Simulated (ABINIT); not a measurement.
# SnO2 (Cassiterite) (P4_2/mnm) in ABINIT: equation of state

How stiff is SnO2 (Cassiterite) in PBE, and what volume does it want? The cell is scaled to several volumes.

Program: ABINIT 10.8.3 (patched build). These are calculated values, not measurements. Logs are shortened: lines on timing, memory, paths and dates and some standing lists are left out, and cuts for length are marked. The log counts tension as positive stress, the text compression.

### 1 The crystal as given

The structure is tetragonal, space group P4_2/mnm (No. 136). The conventional cell has a = 4.738 Å, b = 4.738 Å, c = 3.187 Å, α = 90.00°, β = 90.00°, γ = 90.00°. Around Sn (site symmetry mmm) lie 6 O at 2.05 to 2.06 Å. O (site symmetry m2m) has 3 Sn at 2.05 to 2.06 Å as nearest neighbours.

### 2 Equation of state, PBE

The input, run.abi:

```
# Datasets: one volume each
ndtset 7
getwfk -1
scalecart1 3*0.9795861087
scalecart2 3*0.9864848297
scalecart3 3*0.9932883884
scalecart4 3*1.0000000000
scalecart5 3*1.0066227096
scalecart6 3*1.0131594038
scalecart7 3*1.0196128224

# Pseudopotentials
pp_dirpath "./"
pseudos "Sn.GGA_PBE-JTH.xml, O.GGA_PBE-JTH.xml"

# Structure
acell 4.738 4.738 3.1865 Angstrom
rprim
     1.0000000000     0.0000000000     0.0000000000
     0.0000000000     1.0000000000     0.0000000000
     0.0000000000     0.0000000000     1.0000000000
ntypat 2
znucl 50 8
natom 6
typat 1 1 2 2 2 2
xred
     0.5000000000     0.5000000000     0.5000000000
     0.0000000000     0.0000000000     0.0000000000
     0.8071000000     0.1929000000     0.5000000000
     0.6929000000     0.6929000000     0.0000000000
     0.1929000000     0.8071000000     0.5000000000
     0.3071000000     0.3071000000     0.0000000000

# Plane-wave basis
ecut 23.0
pawecutdg 45.0
pawxcdev 0
pawovlp 30

# k points
kptopt 1
ngkpt 6 6 8
nshiftk 1
shiftk 0.0 0.0 0.0

# Exchange and correlation
ixc 11

# Bands and occupations
nband 32
occopt 3
tsmear 0.00183747

# SCF cycle
nstep 100
tolvrs 1.0e-9

# Output
iomode 3
prtwf 1
prtden 0
prteig 0
prtebands 0
enunit 2
```

Potentials or basis: JTH PAW PBE v2.0.

On the command line:

```console
> abinit run.abi > log 2>&1
```

run.abo:

```text
.Version 10.8.3 of ABINIT
 DATASET    1 : space group P4_2/m n m (#136); Bravais tP (primitive tetrag.)
================================================================================
 Values of the parameters that define the memory need for DATASET  1.
     intxc =       0    ionmov =       0      iscf =      17    lmnmax =      18
     lnmax =       6     mgfft =      40  mpssoang =       3    mqgrid =    3001
     natom =       6  nloc_mem =       2    nspden =       1   nspinor =       1
    nsppol =       1      nsym =      16    n1xccc =       1    ntypat =       2
    occopt =       3   xclevel =       2
       mpw =        2409          nfft =       43200          nkpt =          50
 PAW method is used; the additional fine FFT grid is defined by:
   mgfftf=        54    nfftf =    104976
================================================================================
================================================================================
[... 71 lines left out ...]
 DATASET    7 : space group P4_2/m n m (#136); Bravais tP (primitive tetrag.)
================================================================================
 Values of the parameters that define the memory need for DATASET  7.
     intxc =       0    ionmov =       0      iscf =      17    lmnmax =      18
     lnmax =       6     mgfft =      40  mpssoang =       3    mqgrid =    3001
     natom =       6  nloc_mem =       2    nspden =       1   nspinor =       1
    nsppol =       1      nsym =      16    n1xccc =       1    ntypat =       2
    occopt =       3   xclevel =       2
       mpw =        2732          nfft =       48000          nkpt =          50
 PAW method is used; the additional fine FFT grid is defined by:
   mgfftf=        60    nfftf =    144000
================================================================================
================================================================================

--------------------------------------------------------------------------------
------------- Echo of variables that govern the present computation ------------
--------------------------------------------------------------------------------
 -outvars: echo values of preprocessed input variables --------
            acell      8.9535223846E+00  8.9535223846E+00  6.0216123002E+00 Bohr
              amu      1.18710000E+02  1.59994000E+01
             ecut      2.30000000E+01 Hartree
           enunit           2
           getwfk          -1
              ixc          11
           jdtset        1    2    3    4    5    6    7
         kptrlatt        6    0    0      0    6    0      0    0    8
          kptrlen1     4.71895021E+01
          kptrlen2     4.75218335E+01
          kptrlen3     4.78495806E+01
          kptrlen4     4.81728984E+01
          kptrlen5     4.84919335E+01
          kptrlen6     4.88068250E+01
          kptrlen7     4.91177049E+01
            natom           6
            nband          32
           ndtset           7
            ngfft1         40      40      27
            ngfft2         40      40      27
            ngfft3         40      40      27
            ngfft4         40      40      27
            ngfft5         40      40      30
            ngfft6         40      40      30
            ngfft7         40      40      30
          ngfftdg1         54      54      36
          ngfftdg2         54      54      36
          ngfftdg3         54      54      40
          ngfftdg4         60      60      40
          ngfftdg5         60      60      40
          ngfftdg6         60      60      40
          ngfftdg7         60      60      40
             nkpt          50
            nstep         100
             nsym          16
           ntypat           2
           occopt           3
        pawecutdg      4.50000000E+01 Hartree
          pawovlp      3.0000000000E+01
         pawxcdev           0
           prtden           0
        prtebands           0
           prteig           0
            rprim1     9.7958610870E-01  0.0000000000E+00  0.0000000000E+00
                       0.0000000000E+00  9.7958610870E-01  0.0000000000E+00
                       0.0000000000E+00  0.0000000000E+00  9.7958610870E-01
            rprim2     9.8648482970E-01  0.0000000000E+00  0.0000000000E+00
                       0.0000000000E+00  9.8648482970E-01  0.0000000000E+00
                       0.0000000000E+00  0.0000000000E+00  9.8648482970E-01
            rprim3     9.9328838840E-01  0.0000000000E+00  0.0000000000E+00
                       0.0000000000E+00  9.9328838840E-01  0.0000000000E+00
[... 25 lines left out ...]
                       0.0000000000E+00  0.0000000000E+00  0.0000000000E+00
                       3.7723572509E+00  9.0160787225E-01  1.5717169549E+00
                       3.2385904338E+00  3.2385904338E+00  0.0000000000E+00
                       9.0160787225E-01  3.7723572509E+00  1.5717169549E+00
                       1.4353746893E+00  1.4353746893E+00  0.0000000000E+00
           xangst3     2.3531001921E+00  2.3531001921E+00  1.5825567248E+00
                       0.0000000000E+00  0.0000000000E+00  0.0000000000E+00
                       3.7983743301E+00  9.0782605412E-01  1.5825567248E+00
                       3.2609262462E+00  3.2609262462E+00  0.0000000000E+00
                       9.0782605412E-01  3.7983743301E+00  1.5825567248E+00
[... 52 lines left out ...]
                       6.2449822596E+00  6.2449822596E+00  0.0000000000E+00
                       1.7385727780E+00  7.2742461852E+00  3.0307458449E+00
                       2.7678367036E+00  2.7678367036E+00  0.0000000000E+00
            xcart6     4.5356727005E+00  4.5356727005E+00  3.0504265640E+00
                       0.0000000000E+00  0.0000000000E+00  0.0000000000E+00
                       7.3214828732E+00  1.7498625279E+00  3.0504265640E+00
                       6.2855352284E+00  6.2855352284E+00  0.0000000000E+00
                       1.7498625279E+00  7.3214828732E+00  3.0504265640E+00
                       2.7858101727E+00  2.7858101727E+00  0.0000000000E+00
            xcart7     4.5645631145E+00  4.5645631145E+00  3.0698565564E+00
                       0.0000000000E+00  0.0000000000E+00  0.0000000000E+00
                       7.3681177794E+00  1.7610084496E+00  3.0698565564E+00
                       6.3255715640E+00  6.3255715640E+00  0.0000000000E+00
                       1.7610084496E+00  7.3681177794E+00  3.0698565564E+00
                       2.8035546649E+00  2.8035546649E+00  0.0000000000E+00
             xred      5.0000000000E-01  5.0000000000E-01  5.0000000000E-01
                       0.0000000000E+00  0.0000000000E+00  0.0000000000E+00
                       8.0710000000E-01  1.9290000000E-01  5.0000000000E-01
                       6.9290000000E-01  6.9290000000E-01  0.0000000000E+00
                       1.9290000000E-01  8.0710000000E-01  5.0000000000E-01
                       3.0710000000E-01  3.0710000000E-01  0.0000000000E+00
            znucl       50.00000    8.00000

================================================================================

 chkinp: Checking input parameters for consistency, jdtset=   1.

 chkinp: Checking input parameters for consistency, jdtset=   2.
[... 40 lines left out ...]
 getcut: wavevector=  0.0000  0.0000  0.0000  ngfft=  54  54  36
         ecut(hartree)=     45.000   => boxcut(ratio)=   2.02104

--- Pseudopotential description ------------------------------------------------
- pspini: atom type   1  psp file is ./Sn.GGA_PBE-JTH.xml
 Pseudopotential format is: paw10
 basis_size (lnmax)=  6 (lmn_size= 18), orbitals=   0   0   1   1   2   2
 Spheres core radius: rc_sph= 2.51086398
 Shapefunction is BESSEL type: shapef(r,l)=aa(1,l)*jl(q(1,l)*r)+aa(2,l)*jl(q(2,l)*r)
 Radius for shape functions =  1.40702157
 Compensation charge density is not taken into account in XC energy/potential

- pspini: atom type   2  psp file is ./O.GGA_PBE-JTH.xml
 Pseudopotential format is: paw10
 basis_size (lnmax)=  4 (lmn_size=  8), orbitals=   0   0   1   1
 Spheres core radius: rc_sph= 1.41465230
 Shapefunction is SIN type: shapef(r)=[sin(pi*r/rshp)/(pi*r/rshp)]**2
 Radius for shape functions =  1.20231231
 Compensation charge density is not taken into account in XC energy/potential

   3.63013204E+03                                ecore*ucvol(ha*bohr**3)
--------------------------------------------------------------------------------

================================================================================

--- !BeginCycle
iteration_state: {dtset: 1, }
solver: {iscf: 17, nstep: 100, nline: 4, wfoptalg: 10, }
tolerances: {tolvrs: 1.00E-09, }
...
[... 1562 lines left out ...]
-Cartesian components of stress tensor (GPa)         [Pressure= -1.6809E+00 GPa]
- sigma(1 1)=  1.38064208E+00  sigma(3 2)=  0.00000000E+00
- sigma(2 2)=  1.38064208E+00  sigma(3 1)=  0.00000000E+00
- sigma(3 3)=  2.28152553E+00  sigma(2 1)=  0.00000000E+00

== END DATASET(S) ==============================================================
================================================================================

 -outvars: echo values of variables after computation  --------
            acell      8.9535223846E+00  8.9535223846E+00  6.0216123002E+00 Bohr
           etotal1    -2.0405431703E+02
           etotal2    -2.0406202542E+02
           etotal3    -2.0406786762E+02
           etotal4    -2.0407206406E+02
           etotal5    -2.0407471949E+02
           etotal6    -2.0407602217E+02
           etotal7    -2.0407611384E+02
            fcart1     5.7824115866E-19 -0.0000000000E+00 -0.0000000000E+00
                       5.7824115866E-19 -0.0000000000E+00 -0.0000000000E+00
                      -7.2940161310E-03  7.2940161310E-03 -0.0000000000E+00
                       7.2940161310E-03  7.2940161310E-03 -0.0000000000E+00
                       7.2940161310E-03 -7.2940161310E-03 -0.0000000000E+00
                      -7.2940161310E-03 -7.2940161310E-03 -0.0000000000E+00
            fcart2    -0.0000000000E+00 -0.0000000000E+00 -0.0000000000E+00
                      -0.0000000000E+00 -0.0000000000E+00 -0.0000000000E+00
                      -5.9019520152E-03  5.9019520152E-03 -0.0000000000E+00
                       5.9019520152E-03  5.9019520152E-03 -0.0000000000E+00
[... 94 lines left out ...]
                       3.3047022920E+00  3.3047022920E+00  0.0000000000E+00
                       9.2001309299E-01  3.8493653051E+00  1.6038016321E+00
                       1.4646761061E+00  1.4646761061E+00  0.0000000000E+00
           xangst6     2.4001746276E+00  2.4001746276E+00  1.6142162201E+00
                       0.0000000000E+00  0.0000000000E+00  0.0000000000E+00
                       3.8743618839E+00  9.2598737133E-01  1.6142162201E+00
                       3.3261619989E+00  3.3261619989E+00  0.0000000000E+00
                       9.2598737133E-01  3.8743618839E+00  1.6142162201E+00
                       1.4741872563E+00  1.4741872563E+00  0.0000000000E+00
           xangst7     2.4154627763E+00  2.4154627763E+00  1.6244981293E+00
                       0.0000000000E+00  0.0000000000E+00  0.0000000000E+00
                       3.8990400134E+00  9.3188553908E-01  1.6244981293E+00
                       3.3473483153E+00  3.3473483153E+00  0.0000000000E+00
                       9.3188553908E-01  3.8990400134E+00  1.6244981293E+00
                       1.4835772372E+00  1.4835772372E+00  0.0000000000E+00
             xred      5.0000000000E-01  5.0000000000E-01  5.0000000000E-01
                       0.0000000000E+00  0.0000000000E+00  0.0000000000E+00
                       8.0710000000E-01  1.9290000000E-01  5.0000000000E-01
                       6.9290000000E-01  6.9290000000E-01  0.0000000000E+00
                       1.9290000000E-01  8.0710000000E-01  5.0000000000E-01
                       3.0710000000E-01  3.0710000000E-01  0.0000000000E+00
 Calculation completed.
```

It took 18 min on 1 thread of Arm Neoverse V1, shared host; peak memory 0.25 GiB.

Results:

| Quantity | Value |
| --- | --- |
| Equilibrium volume | 12.53 Å³/atom |
| Bulk modulus at fixed shape and positions | 185 GPa |
| Pressure derivative of the bulk modulus | 4.4 |

Energy against volume, from the lowest point:
```tsv
volume (Å³/atom)	energy (meV/atom)
11.207	98.85
11.445	63.89
11.684	37.40
11.922	18.37
12.161	6.32
12.399	0.42
12.637	0.00
```

Caveat: pressures at fixed basis lie under the slope of the energies; the cell was scaled at fixed shape and fractional positions, which overstates the stiffness of a crystal with free parameters, most of all of layers and chains; the atomic spheres overlap.
